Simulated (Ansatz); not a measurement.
# AlN (P6_3mc): the equilibrium volume, part 1 of 2

At what volume is AlN (P6_3mc) free of pressure?

Method: DFT PBEsol, scalar-relativistic, plane waves, PAW, in Ansatz 0.2.0.

3 further runs of the same task are left out: 3 set aside as unsound or not needed.

## Step 1: Starting point

It takes space group P6_3mc (No. 186, hexagonal). The conventional cell has a = 3.129 Å, b = 3.129 Å, c = 5.017 Å, α = 90.00°, β = 90.00°, γ = 120.00°. Around Al (site symmetry 3m) lie 4 N at 1.90 to 1.91 Å. N (site symmetry 3m) is surrounded by 4 Al at 1.90 to 1.91 Å.

Coordinates:

```cif
data_structure
_symmetry_space_group_name_H-M 'P 1'
_symmetry_Int_Tables_number 1
_cell_length_a 3.1286
_cell_length_b 3.1286
_cell_length_c 5.0170
_cell_angle_alpha 90.000
_cell_angle_beta 90.000
_cell_angle_gamma 120.000
_cell_volume 42.53
loop_
_atom_site_label
_atom_site_type_symbol
_atom_site_fract_x
_atom_site_fract_y
_atom_site_fract_z
_atom_site_occupancy
Al1 Al 0.66667 0.33333 0.49929 1
Al2 Al 0.33333 0.66667 0.99929 1
N1 N 0.66667 0.33333 0.88071 1
N2 N 0.33333 0.66667 0.38071 1
```

## Step 2: At the starting volume (PBEsol, 6×6×4 mesh)

File input.yaml:

```yaml
crystal:
  lattice:
    - [3.128588136, 0.0, 0.0]
    - [-1.564294068, 2.7094368037, 0.0]
    - [0.0, 0.0, 5.016955]
  atoms:
    - { symbol: Al, position: [0.66666667, 0.33333333, 0.499287] }
    - { symbol: Al, position: [0.33333333, 0.66666667, 0.999287] }
    - { symbol: "N", position: [0.66666667, 0.33333333, 0.880713] }
    - { symbol: "N", position: [0.33333333, 0.66666667, 0.380713] }
basis:
  ecutwfc: 420
kpoints:
  mp_grid: { grid: [6, 6, 4] }
hamiltonian:
  xc: pbesol
scf:
  occupations: { method: gaussian, width: 0.1 }
output:
  forces: true
  stress: true
  eigenvalues: true
```

Launch:

```console
> ansatz run input.yaml --threads 8 --pin off --max-ram 16384MiB --backend cpu --events-out ev --progress --plain --runs-dir out
```

Log, shortened:

```text
Warning: RAYON_NUM_THREADS=8 ignored (pool sized by the plan → 8); use --threads N
[...]
Pseudopotentials: kind: paw
Pseudopotential: Al, paw, valence charge 3, recommended cutoff 420 eV (normal), Al.paw.azcp
Pseudopotential: N, paw, valence charge 5, recommended cutoff 420 eV (normal), N.paw.azcp
Functional definition: PBEsol
[...]
Crystal: 4 atoms, lattice volume = 42.527 Å³
Basis set: ecut = 420 eV, 833 PW (Γ), exchange–correlation on 48×48×72 points (8 copies of the dense FFT grid, shifted against one another)
Bands: 12, of which v1, the nominal top of the filled ones, is band 8 counted from 1 (7 counted from 0)
Symmetry: 12 space group operations
Space group: P63mc (ITA 186), of the structure as read, at distance tolerance 3.5e-5 Å
k-points: 21 of 144 (time reversal used)
[...]
SCF iter   1: F=—  HF=-1811.922269 eV  |F-HF|=—  |Δ(HF+E_count)|=         —  Δρ=1.02e-2  dr2=4.77e-2  ethr=1.77e-3  ⟨swp⟩=5.2  Hψ=1594  notcnv=0
[...]
SCF iter   6: F=-1811.908466 eV  HF=-1811.908466 eV  |F-HF|=5.91e-12  |Δ(HF+E_count)|=  2.04e-10  Δρ=2.86e-7  dr2=1.96e-11  ethr=2.64e-12  ⟨swp⟩=1.0  Hψ=735  notcnv=0
[...]
SCF converged after 6 iterations
Free energy (F): -1811.908466 eV
[...]
E sigma→0 (E₀):  -1811.908466 eV
Fermi energy:    8.839399 eV
[...]
--- Forces (eV/Å), atoms counted from 1 ---
  atom   1  Al     0.00000000     0.00000000    -0.00719773
  atom   2  Al     0.00000000    -0.00000000    -0.00719773
  atom   3  N      0.00000000    -0.00000000     0.00719468
  atom   4  N     -0.00000000     0.00000000     0.00719468
[...]
--- Stress (GPa, compression-positive) ---
       -3.067449       0.000000      -0.000000
       -0.000000      -3.067449      -0.000000
       -0.000000      -0.000000      -3.259151
  P = ⅓ Tr σ = -3.1313 GPa (-31.313 kbar)
--- Band table (eV; the first three rows and the last of 21) ---
  k-point 0: bands = ["-8.1852", "-6.0677", "0.8902", "6.0118", "6.0118", "6.6563", "6.6563", "6.8554", "10.8234", "13.2881", "17.2113", "17.7877"]
[...]
```

Wall time 0.39 s (8 threads of Arm Neoverse V1, shared host); peak memory 0.31 GiB.

Read off: volume 10.632 Å³/atom, pressure -3.13 GPa, gap on the mesh 3.97 eV.

(Continued in part 2 of 2.)
